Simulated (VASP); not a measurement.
# Interstitial B in a supercell of Si

Aim: the formation energy and local structure of interstitial B in Si.

Program: VASP 6.6.1. Level of theory: PBEsol; plane waves and PAW (Si), in the first sound run; inputs show where later runs differ. Results are calculated unless marked as measured.

The experiments to compare with:

For Si, diamond cubic (unstructured n-type silicon wafer, reference for black silicon, 300 K), “Enhanced near-infrared absorber: two-step fabricated structured black silicon and its device application” (2018, pmc:6179974) gives, by absorptance spectroscopy with Tauc analysis: band gap (indirect optical gap from Tauc plot of Kubelka-Munk function) 1.12 eV [Extrapolated Tauc tangent of Kubelka-Munk function at room temperature; phonon-assisted …].

### Step 1. The host crystal

It takes space group Fd-3m (No. 227, cubic). The conventional cell has a = 5.430 Å, b = 5.430 Å, c = 5.430 Å, α = 90.00°, β = 90.00°, γ = 90.00°. Si has 4 Si at 2.35 Å nearest.

Coordinates:

```xyz
2
Lattice="0.0000 2.7150 2.7150 2.7150 0.0000 2.7150 2.7150 2.7150 0.0000" Properties=species:S:1:pos:R:3 pbc="T T T"
Si    0.0000    0.0000    0.0000
Si    1.3575    1.3575    1.3575
```

### Step 2. Relaxing the host crystal

First cell and atoms are relaxed at a raised cutoff, so that later runs start from this functional's own cell.

INCAR reads:

```
SYSTEM = Si
PREC = Accurate
ENCUT = 350
EDIFF = 1E-06
NELM = 120
ISMEAR = 0
SIGMA = 0.05
LREAL = .FALSE.
ALGO = Normal
GGA = PS
NBANDS = 10
LORBIT = 11
LWAVE = .FALSE.
LCHARG = .FALSE.
KPAR = 8
LASPH = .TRUE.
IBRION = 2
NSW = 40
ISIF = 3
EDIFFG = -0.02
POTIM = 0.4
```

POSCAR reads:

```
Si
1.0
    0.0000000000      2.7150000000      2.7150000000
    2.7150000000      0.0000000000      2.7150000000
    2.7150000000      2.7150000000      0.0000000000
Si
2
Direct
    0.0000000000      0.0000000000      0.0000000000
    0.2500000000      0.2500000000      0.2500000000
```

KPOINTS reads:

```
Automatic mesh
0
Gamma
6 6 6
0 0 0
```

PAW data sets: Si (PBE family, release 64).

Run with:

```bash
> mpirun -np 8 vasp_std
```

The log of the run:

```text
[banner, memory and clock lines left out]
running    8 mpi-ranks, on    1 nodes
 distrk:  each k-point on    1 cores,    8 groups
 distr:  one band on    1 cores,    1 groups

 POSCAR found type information on POSCAR Si
 POSCAR found :  1 types and       2 ions
|                                                                             |
|           W    W    AA    RRRRR   N    N  II  N    N   GGGG   !!!           |
|           W    W   A  A   R    R  NN   N  II  NN   N  G    G  !!!           |
|           W    W  A    A  R    R  N N  N  II  N N  N  G       !!!           |
|           W WW W  AAAAAA  RRRRR   N  N N  II  N  N N  G  GGG   !            |
|           WW  WW  A    A  R   R   N   NN  II  N   NN  G    G                |
|           W    W  A    A  R    R  N    N  II  N    N   GGGG   !!!           |
|                                                                             |
|     For optimal performance we recommend to set                             |
|       NCORE = 2 up to number-of-cores-per-socket                            |
|     NCORE specifies how many cores store one orbital (NPAR=cpu/NCORE).      |
|     This setting can greatly improve the performance of VASP for DFT.       |
|     The default, NCORE=1 might be grossly inefficient on modern             |
|     multi-core architectures or massively parallel machines. Do your        |
|     Unfortunately you need to use the default for GW and RPA                |
|     calculations (for HF NCORE is supported but not extensively tested      |
|     yet).                                                                   |
|                                                                             |

|                                                                             |
|               ----> ADVICE to this user running VASP <----                  |
|                                                                             |
|     You enforced a specific xc type in the INCAR file but a different       |
|     [... a line on the potential file left out ...]
|     I HOPE YOU KNOW WHAT YOU ARE DOING!                                     |
|                                                                             |

 LDA part: xc-table for (Slater+PW92), standard interpolation
 POSCAR, INCAR and KPOINTS ok, starting setup
 FFT: planning ... GRIDC
 FFT: planning ... GRID_SOFT
 FFT: planning ... GRID
 WAVECAR not read
 entering main loop
       N       E                     dE             d eps       ncg     rms          rms(c)
DAV:   1     0.203681342313E+01    0.20368E+01   -0.25667E+03   320   0.442E+02
DAV:   2    -0.112452083271E+02   -0.13282E+02   -0.12135E+02   442   0.695E+01
DAV:   3    -0.116908999952E+02   -0.44569E+00   -0.44466E+00   406   0.111E+01
DAV:   4    -0.116946684283E+02   -0.37684E-02   -0.37678E-02   414   0.120E+00
DAV:   5    -0.116946846753E+02   -0.16247E-04   -0.16247E-04   404   0.725E-02    0.501E+00
DAV:   6    -0.115371440035E+02    0.15754E+00   -0.89086E-02   358   0.128E+00    0.300E+00
DAV:   7    -0.114653148527E+02    0.71829E-01   -0.15765E-01   358   0.179E+00    0.188E-01
DAV:   8    -0.114658921679E+02   -0.57732E-03   -0.52742E-03   354   0.438E-01    0.799E-02
DAV:   9    -0.114659522589E+02   -0.60091E-04   -0.88309E-05   436   0.649E-02    0.543E-02
DAV:  10    -0.114659635573E+02   -0.11298E-04   -0.10489E-05   378   0.190E-02    0.761E-03
DAV:  11    -0.114659632577E+02    0.29966E-06   -0.45683E-07   280   0.366E-03
   1 F= -.11465963E+02 E0= -.11465963E+02  d E =-.114660E+02
 curvature:   0.00 expect dE= 0.000E+00 dE for cont linesearch  0.000E+00
 trial: gam= 0.00000 g(F)=  0.397E-47 g(S)=  0.402E-03 ort = 0.000E+00 (trialstep = 0.100E+01)
 search vector abs. value=  0.402E-03
 bond charge predicted
       N       E                     dE             d eps       ncg     rms          rms(c)
DAV:   1    -0.114662226734E+02   -0.25912E-03   -0.48389E-03   340   0.322E-01    0.668E-02
DAV:   2    -0.114661294785E+02    0.93195E-04   -0.96329E-05   344   0.533E-02    0.410E-02
DAV:   3    -0.114660815244E+02    0.47954E-04   -0.95900E-05   334   0.413E-02    0.119E-02
DAV:   4    -0.114660812736E+02    0.25080E-06   -0.14601E-06   316   0.836E-03
   2 F= -.11466081E+02 E0= -.11466081E+02  d E =-.118016E-03
 trial-energy change:   -0.000118  1 .order   -0.000125   -0.000402    0.000151
 step:   0.7105(harm=  0.7263)  dis= 0.00000  next Energy=   -11.466103 (dE=-0.140E-03)
 reached required accuracy - stopping structural energy minimisation
```

Wall time 3.2 s (8 MPI ranks of AMD EPYC 7R43, shared host); peak memory 0.83 GiB; 20 s of CPU time.

The logs omit lines about the potential files and the build; timing stands in the text.

OUTCAR, selected parts (step 2):

```text
ion  position               nearest neighbor table
   1  0.000  0.000  0.000-   2 2.35   2 2.35   2 2.35   2 2.35
   2  0.250  0.250  0.250-   1 2.35   1 2.35   1 2.35   1 2.35

  LATTYP: Found a face centered cubic cell.
 ALAT       =     5.4300000000

 Subroutine GETGRP returns: Found 48 space group operations
 (whereof 24 operations were pure point group operations)

The static configuration has the point symmetry T_d .
 The point group associated with its full space group is O_h .

 Found     16 irreducible k-points:

   k-points           NKPTS =     16   k-points in BZ     NKDIM =     16   number of bands    NBANDS=     10

   dimension x,y,z NGX =    24 NGY =   24 NGZ =   24
   dimension x,y,z NGXF=    48 NGYF=   48 NGZF=   48

   ENCUT  =  350.0 eV  25.72 Ry    5.07 a.u.   5.86  5.86  5.86*2*pi/ulx,y,z

   NELECT =       8.0000    total number of electrons

 k-points in reciprocal lattice and weights: Automatic mesh
   0.00000000  0.00000000  0.00000000       0.005
   0.16666667  0.00000000  0.00000000       0.037
   0.33333333  0.00000000  0.00000000       0.037
   0.50000000  0.00000000  0.00000000       0.019
   0.16666667  0.16666667  0.00000000       0.028
   0.33333333  0.16666667  0.00000000       0.111
   0.50000000  0.16666667  0.00000000       0.111
  -0.33333333  0.16666667  0.00000000       0.111
  -0.16666667  0.16666667  0.00000000       0.056
[...]
-0.33333333  0.33333333  0.16666667       0.111
  -0.33333333  0.50000000  0.16666667       0.056

 average (electrostatic) potential at core
       1 -83.0731       2 -83.0731

 E-fermi :   5.9671

 k-point     1 :       0.0000    0.0000    0.0000
  band No.  band energies     occupation
      1      -6.2080      2.00000
      2       5.7549      2.00000
      3       5.7549      2.00000
      4       5.7549      2.00000
      5       8.2667      0.00000
      6       8.2667      0.00000
      7       8.2667      0.00000
      8       9.0276      0.00000
      9      13.4393      0.00000
    ...

 k-point     2 :       0.1667    0.0000    0.0000
  band No.  band energies     occupation
      1      -5.8467      2.00000
      2       3.3577      2.00000
      3       5.3010      2.00000
      4       5.3010      2.00000
      5       8.0285      0.00000
      6       8.9169      0.00000
      7       8.9169      0.00000
      8      11.1210      0.00000
      9      12.7789      0.00000
    ...

 k-point     3 :       0.3333    0.0000    0.0000
  band No.  band energies     occupation
      1      -4.8295      2.00000
      2       0.3994      2.00000
      3       4.7511      2.00000
      4       4.7511      2.00000
      5       7.4295      0.00000
      6       9.2005      0.00000
      7       9.2005      0.00000
      8      13.4441      0.00000
      9      13.6739      0.00000
    ...

  Total       -0.0313902     -0.0313902     -0.0313902      0.0000000     -0.0000000      0.0000000
  in kB       -1.2504690     -1.2504690     -1.2504690      0.0000000     -0.0000000      0.0000000
  external PRESSURE =      -1.2504690 kB  Pullay stress =       0.0000000 kB

  energy-cutoff  :      350.00
  volume of cell :       40.22
      direct lattice vectors                 reciprocal lattice vectors
     0.000000000  2.719363274  2.719363274    -0.183866571  0.183866571  0.183866571
     2.719363274  0.000000000  2.719363274     0.183866571 -0.183866571  0.183866571
     2.719363274  2.719363274  0.000000000     0.183866571  0.183866571 -0.183866571

 POSITION                                       TOTAL-FORCE (eV/Angst)
 -----------------------------------------------------------------------------------
      2.71936      2.71936      0.00000         0.000000     -0.000000      0.000000
      1.35968      1.35968      1.35968        -0.000000      0.000000     -0.000000
 -----------------------------------------------------------------------------------
    total drift:                               -0.000000     -0.000000      0.000000

  FREE ENERGIE OF THE ION-ELECTRON SYSTEM (eV)
  ---------------------------------------------------
  free  energy   TOTEN  =       -11.4660812736 eV

  energy  without entropy=      -11.4660812736  energy(sigma->0) =      -11.46608127

 reached required accuracy - stopping structural energy minimisation

 total charge
# of ion       s       p       d       tot
------------------------------------------
    1        0.750   0.940   0.000   1.690
    2        0.750   0.940   0.000   1.690
--------------------------------------------------
tot          1.499   1.881   0.000   3.380

[... 3 further parts left out ...]
```

CONTCAR:

```
Si
   1.00000000000000
     0.0000000000000000    2.7193632736392823    2.7193632736392823
     2.7193632736392823    0.0000000000000000    2.7193632736392823
     2.7193632736392823    2.7193632736392823    0.0000000000000000
  Si
     2
Direct
     0.0000000000000000    0.0000000000000000    1.0000000000000000
     0.2500000000000000    0.2500000000000000    0.2500000000000000
```

The gap is read on the k-mesh alone, so it is an upper bound where the band edges lie off the mesh. The PAW data sets were made with PBE, which is usual practice but a small mismatch for other functionals. The run keeps the 48 symmetry operations of its start, so it cannot find a distortion of lower symmetry.

The steps of the relaxation:

```
step  energy less that of the first step (eV)  largest force (eV/Å)  pressure (GPa)  volume (Å³)
   1                                   0.0000                0.0000            0.33        40.03
   2                                  -0.0001                0.0000           -0.12        40.22
```

| conventional cell, symmetrised | before | after | change |
| --- | --- | --- | --- |
| a (Å) | 5.430 | 5.439 | +0.2 % |
| b (Å) | 5.430 | 5.439 | +0.2 % |
| c (Å) | 5.430 | 5.439 | +0.2 % |
| volume (Å³/atom) | 20.01 | 20.11 | +0.5 % |

The relaxed structure:

```
Si
1.0
     0.00000    2.71936    2.71936
     2.71936    0.00000    2.71936
     2.71936    2.71936    0.00000
Si
2
Direct
  0.00000 0.00000 0.00000
  0.25000 0.25000 0.25000
```

Numbers from this step:

* electronic cycles: 15
* electrons: 8
* free energy (TOTEN): -11.47 eV
* Fermi energy: 5.967 eV
* labelled metallic, from the levels on this mesh: no
* gap on the k-mesh: 0.5940 eV
* least direct gap on the k-mesh: 2.512 eV

The run ended after 2 ionic steps, 0.000 eV below its first step, once forces and stress met EDIFFG = -0.02.

(Part 1 of 5 ends here.)

[Lines on the potential files, build, host, timing and source positions are cut from VASP's logs without a mark.]

[Logs are printed without paths, hosts, clocks, repeated set-up lines and the standing remarks that a program may print on its own settings, such as how far it seeks lower states.]

[Hosts, paths, dates, database ids (printed as entryN), source tags and the programs' standing remarks are cut or masked in the printed files.]

[In band tables of VASP the shares of atoms and orbitals are scaled to a sum of 1 inside the atoms' spheres.]

[Runs that stopped without an error message from VASP are left out.]
